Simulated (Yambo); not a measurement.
# WS2 (R3m) in Yambo: a series of runs, part 2 of 3

Yambo 5.3.0. The steps go on from the part before.

## Step 4: Optical spectrum, PBEsol

optics2.in

```
optics
chi
tddft
Chimod= "ALDA"
% BndsRnXd
 1 | 33 |
%
NGsBlkXd= 3 Ry
% LongDrXd
 1 | 0 | 0 |
%
% QpntsRXd
 1 | 1 |
%
% EnRngeXd
 0 | 30 | eV
%
% DmRngeXd
 0.05 | 0.05 | eV
%
ETStpsXd= 300
FxcGRLc= 3 Ry
VXCRLvcs= 3 Ry
```

scf.in

```
&CONTROL
  calculation = 'scf'
  prefix = 'pwscf'
  outdir = './tmp'
  pseudo_dir = './pseudo'
/
&SYSTEM
  ibrav = 0
  A = 6.42736331
  nat = 3
  ntyp = 2
  ecutwfc = 74
  nbnd = 20
  occupations = 'smearing'
  smearing = 'fd'
  degauss = 0.00367493
  force_symmorphic = .true.
/
&ELECTRONS
  conv_thr = 6d-10
  electron_maxstep = 120
  mixing_beta = 0.5
/
ATOMIC_SPECIES
W    183.8400 W.upf
S     32.0600 S.upf
CELL_PARAMETERS alat
   0.2456683906    0.1418367114    0.9589209503
  -0.2456683906    0.1418367114    0.9589209503
   0.0000000000   -0.2836734229    0.9589209503
ATOMIC_POSITIONS alat
W      0.0000000000    0.0000000000    0.0000000000
S      0.0000000000    0.0000000000    1.6713992164
S      0.0000000000    0.0000000000    2.1584351671
K_POINTS automatic
12 12 12 0 0 0
```

nscf.in

```
&CONTROL
  calculation = 'nscf'
  prefix = 'pwscf'
  outdir = './tmp'
  pseudo_dir = './pseudo'
/
&SYSTEM
  ibrav = 0
  A = 6.42736331
  nat = 3
  ntyp = 2
  ecutwfc = 74
  nbnd = 33
  occupations = 'fixed'
  force_symmorphic = .true.
/
&ELECTRONS
  conv_thr = 1d-08
  diago_full_acc = .true.
  diago_thr_init = 1d-06
/
ATOMIC_SPECIES
W    183.8400 W.upf
S     32.0600 S.upf
CELL_PARAMETERS alat
   0.2456683906    0.1418367114    0.9589209503
  -0.2456683906    0.1418367114    0.9589209503
   0.0000000000   -0.2836734229    0.9589209503
ATOMIC_POSITIONS alat
W      0.0000000000    0.0000000000    0.0000000000
S      0.0000000000    0.0000000000    1.6713992164
S      0.0000000000    0.0000000000    2.1584351671
K_POINTS automatic
12 12 12 0 0 0
```

Potentials or basis: PseudoDojo 0.4.1 SR PBEsol standard.

Launch:

```console
> OMP_NUM_THREADS=1 pw.x -in scf.in > scf.out
> OMP_NUM_THREADS=1 pw.x -in nscf.in > nscf.out
> cd tmp/pwscf.save; p2y; mv SAVE ../..; cd ../..
> OMP_NUM_THREADS=1 yambo
> OMP_NUM_THREADS=1 yambo -F optics2.in -J optics2 -C optics2_out
```

Yambo's report:

```text
[... sections 02.01 to 02.04 as in the set-up run ...]

  [02.05] Energies & Occupations
  ==============================

  [X] === General ===
  [X] Electronic Temperature                        :  0.000000  0.000000 [eV K]
  [X] Bosonic    Temperature                        :  0.000000  0.000000 [eV K]
  [X] Finite Temperature mode                       : no
  [X] El. density                                   :  0.48843E+24 [cm-3]
  [X] Fermi Level                                   :  11.65355 [eV]

  [X] === Gaps and Widths ===
  [X] Conduction Band Min                           :  0.975370 [eV]
  [X] Valence Band Max                              :  0.000000 [eV]
  [X] Filled Bands                                  :  13
  [X] Empty Bands                                   :   14   33
  [X] Direct Gap                                    :  1.885815 [eV]
  [X] Direct Gap localized at k                     :  139
  [X] Indirect Gap                                  :  0.975370 [eV]
  [X] Indirect Gap between kpts                     :  189   27
  [X] Last valence band width                       :  1.955056 [eV]
  [X] 1st conduction band width                     :  1.314302 [eV]

 [03] Transferred momenta grid and indexing
 ==========================================

 IBZ Q-points                                      :  189
 BZ  Q-points                                      :  1728

 K/Q-points units:
 rlu = crystal or reduced units; cc = cartesian coordinates; iku = interal k-units

 Q [  1]        [rlu]:  0.000000  0.000000  0.000000
 Q [  2]        [rlu]: -0.12640E-16 -0.91704E-17  0.83333E-01
 Q [  3]        [rlu]: -0.25280E-16 -0.18341E-16  0.16667
 Q [  4]        [rlu]: -0.71599E-16 -0.71599E-16  0.25000
 Q [  5]        [rlu]: -0.50559E-16 -0.36682E-16  0.33333
 Q [  6]        [rlu]: -0.45428E-16 -0.45428E-16  0.41667
[... 42 lines left out ...]
 Q [ 49]        [rlu]:  0.083333  0.083333  0.500000
 Q [ 50]        [rlu]:  0.083333  0.083333 -0.416667

 Remaining 139 points informations can be written running with -fatlog

 [04] Dipoles
 ============

  [04.01] Setup: observables and procedures
  =========================================

  [WARNING] [x,Vnl] slows the Dipoles computation. To neglect it rename the ns.kb_pp file
  [WF-Oscillators/G space/Transverse up loader] Normalization (few states)  min/max  :  0.56379E-17   1.0000

  [WR./optics2//ndb.dipoles]------------------------------------------------------
   Brillouin Zone Q/K grids (IBZ/BZ)                :   189  1728   189  1728
   RL vectors                                       :   5297 [WF]
   Fragmentation                                    : yes
   Electronic Temperature                           :  0.000000 [K]
   Bosonic    Temperature                           :  0.000000 [K]
   DIP band range                                   :    1   33
   DIP band range limits                            :  13  14
   DIP e/h energy range                             : -1.000000 -1.000000 [eV]
   RL vectors in the sum                            :   5297
   [r,Vnl] included                                 : yes
   Bands ordered                                    : yes
   Direct v evaluation                              : no
   Approach used                                    : G-space v
   Dipoles computed                                 : R V P [G-space]
   Wavefunctions                                    : Perdew, Burke & Ernzerhof SOL(X)+Perdew, Burke & Ernzerhof SOL(C)

  [WARNING] [r,Vnl^pseudo] included in position and velocity dipoles.

  [WARNING] In case H contains other non local terms, these are neglected

 [05] Optics
 ===========

 [xc] Functional : Perdew, Burke & Ernzerhof SOL(X)+Perdew, Burke & Ernzerhof SOL(C)
 [xc] LIBXC used to calculate xc functional
  PP Number of Atomic Species                      :  2
  NLCC RL compoments                               :  30897
 [X-CG] R(p) Tot o/o(of R):    38289   449280      100
```

o-optics2.eel_q1_inv_alda_dyson:

```text
# Electron Energy Loss @ Q(1):   1.00000000      0.00000000      0.00000000    [q->0 direction]
#
# [ X ] Hartree size                              :   37
# [GEN] GF Energies                               : Perdew, Burke & Ernzerhof SOL(X)+Perdew, Burke & Ernzerhof SOL(C)
# [GEN] Green`s Function                          : T-ordered
#
# [GEN] Gauge                                     : Length
# [GEN] [r,Vnl] included                          : yes
#
#    E[1] [eV]          Im(eel)            Re(eel)            Im(eel_o)          Re(eel_o)
#
        0.000000           0.835943E-3       -0.070197           0.827039E-3       -0.067823
        0.100334           0.837395E-3       -0.070144           0.828494E-3       -0.067771
        0.200669           0.841782E-3       -0.069987           0.832892E-3       -0.067616
        0.301003           0.849202E-3       -0.069723           0.840335E-3       -0.067355
        0.401338           0.859828E-3       -0.069351           0.850997E-3       -0.066987
        0.501672           0.873923E-3       -0.068869           0.865150E-3       -0.066510
[... 292 lines left out ...]
        29.89967           0.045775          -2.172511           0.055235          -1.892526
        30.00000           0.051680          -2.136789           0.051725          -1.879460
#
```

o-optics2.eps_q1_inv_alda_dyson:

```text
# Absorption @ Q(1):   1.00000000      0.00000000      0.00000000    [q->0 direction]
#
# [ X ] Hartree size                              :   37
# [GEN] GF Energies                               : Perdew, Burke & Ernzerhof SOL(X)+Perdew, Burke & Ernzerhof SOL(C)
# [GEN] Green`s Function                          : T-ordered
#
# [GEN] Gauge                                     : Length
# [GEN] [r,Vnl] included                          : yes
#
#    E[1] [eV]          Im(eps)            Re(eps)            Im(eps_o)          Re(eps_o)
#
        0.000000           0.169621           14.24363           0.179765           14.74202
        0.100334           0.170169           14.25426           0.180356           14.75327
        0.200669           0.171832           14.28632           0.182149           14.78721
        0.301003           0.174660           14.34032           0.185202           14.84440
        0.401338           0.178746           14.41713           0.189615           14.92579
        0.501672           0.184230           14.51807           0.195544           15.03280
[... 292 lines left out ...]
        29.89967           0.009694           0.460093           0.015409           0.527945
        30.00000           0.011312           0.467718           0.014632           0.531665
#
```

Run time: 26 min. Hardware: 1 thread of Arm Neoverse V2, shared host; peak memory 5.5 GiB.

Results:

| Item | Value |
| --- | --- |
| Band gap on the k mesh, mean-field level | 0.98 eV, indirect (least direct gap 1.89 eV) |
| Absorption peak | 2.51 eV |
| Electronic dielectric constant along the field | 14.24 |
| Electronic dielectric constant along the field, independent particles | 14.74 |
| Peak of the energy-loss function | 25.0 eV |

Dielectric function (along the field direction of the input):
```tsv
energy (eV)	real part	imaginary part
0.30	14.34	0.17
0.80	14.99	0.21
1.30	16.62	0.34
1.81	23.11	3.29
2.31	27.19	3.27
2.81	17.83	15.35
3.31	10.75	18.48
3.81	5.49	14.59
4.31	3.73	15.10
4.82	-0.30	14.43
5.32	-2.66	11.21
5.82	-1.11	9.40
6.32	-1.78	8.03
6.82	-1.70	7.23
7.32	-1.91	6.55
7.83	-3.02	4.49
8.33	-0.73	4.81
8.83	-2.27	4.41
9.33	-0.82	4.86
9.83	-1.47	4.33
10.33	-1.16	3.57
10.84	-0.58	3.02
11.34	-1.45	3.44
11.84	-1.78	3.33
12.34	-1.18	3.03
12.84	-1.71	2.88
13.34	-1.28	2.25
13.85	-1.53	2.11
14.35	-1.37	1.70
14.85	-1.28	1.60
15.35	-1.12	1.38
15.85	-0.87	1.16
16.35	-1.03	1.24
16.86	-0.86	1.02
17.36	-0.69	0.88
17.86	-0.43	0.93
18.36	-0.46	0.83
18.86	-0.66	0.78
19.36	-0.51	0.73
19.97	-0.38	0.58
```

Energy-loss function:
| energy (eV) | loss |
| --- | --- |
| 0.0 | 0.001 |
| 1.3 | 0.001 |
| 2.6 | 0.030 |
| 3.9 | 0.058 |
| 5.2 | 0.078 |
| 6.5 | 0.122 |
| 7.8 | 0.153 |
| 9.1 | 0.238 |
| 10.4 | 0.247 |
| 11.7 | 0.240 |
| 13.0 | 0.302 |
| 14.3 | 0.357 |
| 15.7 | 0.490 |
| 17.0 | 0.634 |
| 18.3 | 0.812 |
| 19.6 | 0.871 |
| 20.9 | 1.503 |
| 22.2 | 2.290 |
| 23.5 | 2.918 |
| 24.8 | 4.372 |
| 26.1 | 3.020 |
| 27.4 | 0.728 |
| 28.7 | 0.187 |
| 30.0 | 0.052 |

Caveat: the LDA kernel is used on GGA states, which is inconsistent by a few percent; these spectra lack excitons; spin-orbit coupling is left out, which moves the levels of the heavy elements.

## Step 5: Optical spectrum, PBEsol

optics3.in

```
optics
chi
Chimod= "IP"
% BndsRnXd
 1 | 33 |
%
% LongDrXd
 1 | 1 | 0 |
%
% QpntsRXd
 1 | 1 |
%
% EnRngeXd
 0 | 30 | eV
%
% DmRngeXd
 0.1 | 0.1 | eV
%
ETStpsXd= 200
```

scf.in is that of step 4.

nscf.in is that of step 4.

Potentials or basis: PseudoDojo 0.4.1 SR PBEsol standard.

Launch:

```console
> OMP_NUM_THREADS=1 pw.x -in scf.in > scf.out
> OMP_NUM_THREADS=1 pw.x -in nscf.in > nscf.out
> cd tmp/pwscf.save; p2y; mv SAVE ../..; cd ../..
> OMP_NUM_THREADS=1 yambo
> OMP_NUM_THREADS=1 yambo -F optics3.in -J optics3 -C optics3_out
```

Yambo's report:

```text
[... sections 02.01 to 02.04 as in the set-up run ...]

  [02.05] Energies & Occupations
  ==============================

  [X] === General ===
  [X] Electronic Temperature                        :  0.000000  0.000000 [eV K]
  [X] Bosonic    Temperature                        :  0.000000  0.000000 [eV K]
  [X] Finite Temperature mode                       : no
  [X] El. density                                   :  0.48843E+24 [cm-3]
  [X] Fermi Level                                   :  11.65355 [eV]

  [X] === Gaps and Widths ===
  [X] Conduction Band Min                           :  0.975370 [eV]
  [X] Valence Band Max                              :  0.000000 [eV]
  [X] Filled Bands                                  :  13
  [X] Empty Bands                                   :   14   33
  [X] Direct Gap                                    :  1.885815 [eV]
  [X] Direct Gap localized at k                     :  139
  [X] Indirect Gap                                  :  0.975370 [eV]
  [X] Indirect Gap between kpts                     :  189   27
  [X] Last valence band width                       :  1.955056 [eV]
  [X] 1st conduction band width                     :  1.314302 [eV]

 [03] Transferred momenta grid and indexing
 ==========================================

 IBZ Q-points                                      :  189
 BZ  Q-points                                      :  1728

 K/Q-points units:
 rlu = crystal or reduced units; cc = cartesian coordinates; iku = interal k-units

 Q [  1]        [rlu]:  0.000000  0.000000  0.000000
 Q [  2]        [rlu]: -0.12640E-16 -0.91704E-17  0.83333E-01
 Q [  3]        [rlu]: -0.25280E-16 -0.18341E-16  0.16667
 Q [  4]        [rlu]: -0.71599E-16 -0.71599E-16  0.25000
 Q [  5]        [rlu]: -0.50559E-16 -0.36682E-16  0.33333
 Q [  6]        [rlu]: -0.45428E-16 -0.45428E-16  0.41667
[... 42 lines left out ...]
 Q [ 49]        [rlu]:  0.083333  0.083333  0.500000
 Q [ 50]        [rlu]:  0.083333  0.083333 -0.416667

 Remaining 139 points informations can be written running with -fatlog

 [04] Dipoles
 ============

  [04.01] Setup: observables and procedures
  =========================================

  [WARNING] [x,Vnl] slows the Dipoles computation. To neglect it rename the ns.kb_pp file
  [WF-Oscillators/G space/Transverse up loader] Normalization (few states)  min/max  :  0.56379E-17   1.0000

  [WR./optics3//ndb.dipoles]------------------------------------------------------
   Brillouin Zone Q/K grids (IBZ/BZ)                :   189  1728   189  1728
   RL vectors                                       :   5297 [WF]
   Fragmentation                                    : yes
   Electronic Temperature                           :  0.000000 [K]
   Bosonic    Temperature                           :  0.000000 [K]
   DIP band range                                   :    1   33
   DIP band range limits                            :  13  14
   DIP e/h energy range                             : -1.000000 -1.000000 [eV]
   RL vectors in the sum                            :   5297
   [r,Vnl] included                                 : yes
   Bands ordered                                    : yes
   Direct v evaluation                              : no
   Approach used                                    : G-space v
   Dipoles computed                                 : R V P [G-space]
   Wavefunctions                                    : Perdew, Burke & Ernzerhof SOL(X)+Perdew, Burke & Ernzerhof SOL(C)

  [WARNING] [r,Vnl^pseudo] included in position and velocity dipoles.

  [WARNING] In case H contains other non local terms, these are neglected

 [05] Optics
 ===========

 [X-CG] R(p) Tot o/o(of R):    38289   449280      100
```

o-optics3.eps_q1_ip:

```text
# Absorption @ Q(1):  0.707106781     0.707106781      0.00000000    [q->0 direction]
#
# [ X ] Hartree size                              :  1
# [GEN] GF Energies                               : Perdew, Burke & Ernzerhof SOL(X)+Perdew, Burke & Ernzerhof SOL(C)
# [GEN] Green`s Function                          : T-ordered
#
# [GEN] Gauge                                     : Length
# [GEN] [r,Vnl] included                          : yes
#
#    E[1] [eV]          Im(eps)            Re(eps)
#
        0.000000           0.359236           14.73364
        0.150754           0.361905           14.75894
        0.301508           0.370104           14.83574
        0.452261           0.384445           14.96692
        0.603015           0.406090           15.15765
        0.753769           0.437021           15.41615
[... 192 lines left out ...]
        29.84925           0.019577           0.524448
        30.00000           0.020179           0.532057
#
```

Run time: 24 min. Hardware: 1 thread of Arm Neoverse V2, shared host; peak memory 0.35 GiB.

Results:

```yaml
Band_gap_on_the_k_mesh_mean-field_level: 0.98 eV, indirect (least direct gap 1.89 eV)
Absorption_peak: 3.02 eV
Electronic_dielectric_constant_along_the_field: 14.73
```

Dielectric function (along the field direction of the input):
```tsv
energy (eV)	real part	imaginary part
0.30	14.84	0.37
0.75	15.42	0.44
1.21	16.76	0.64
1.81	21.98	4.68
2.26	25.72	5.06
2.71	16.47	17.48
3.32	8.68	17.79
3.77	5.96	13.33
4.22	4.99	14.96
4.82	1.27	14.40
5.28	-1.28	12.14
5.73	-0.72	10.21
6.33	-1.34	8.53
6.78	-1.70	8.33
7.24	-2.28	7.00
7.84	-2.67	4.97
8.29	-0.70	4.64
8.74	-1.10	5.29
9.35	-0.65	5.15
9.80	-0.83	4.76
10.25	-1.04	4.38
10.85	-0.62	3.89
11.31	-1.53	4.25
11.76	-1.78	4.04
12.36	-1.73	3.49
12.81	-2.12	3.06
13.27	-1.62	2.61
13.87	-1.91	2.22
14.32	-1.74	1.89
14.77	-1.73	1.69
15.38	-1.42	1.37
15.83	-1.24	1.32
16.28	-1.38	1.25
16.88	-1.22	0.98
17.34	-1.11	0.80
17.79	-0.99	0.72
18.39	-0.83	0.57
18.84	-0.72	0.42
19.30	-0.62	0.42
19.90	-0.47	0.33
```

Energy-loss function:
```csv
energy (eV),loss
0.0,0.002
1.4,0.003
2.6,0.026
3.9,0.058
5.3,0.081
6.5,0.117
7.8,0.156
9.2,0.201
10.4,0.214
11.8,0.207
13.1,0.278
14.3,0.287
15.7,0.378
16.9,0.401
18.2,0.529
19.6,0.792
20.8,1.520
22.2,3.893
23.5,7.362
24.7,3.612
26.1,0.948
27.4,0.328
28.6,0.136
30.0,0.071
```

Caveat: independent-particle spectra lack excitons; spin-orbit coupling is left out, which moves the levels of the heavy elements.

(Continued in part 3 of 3.)
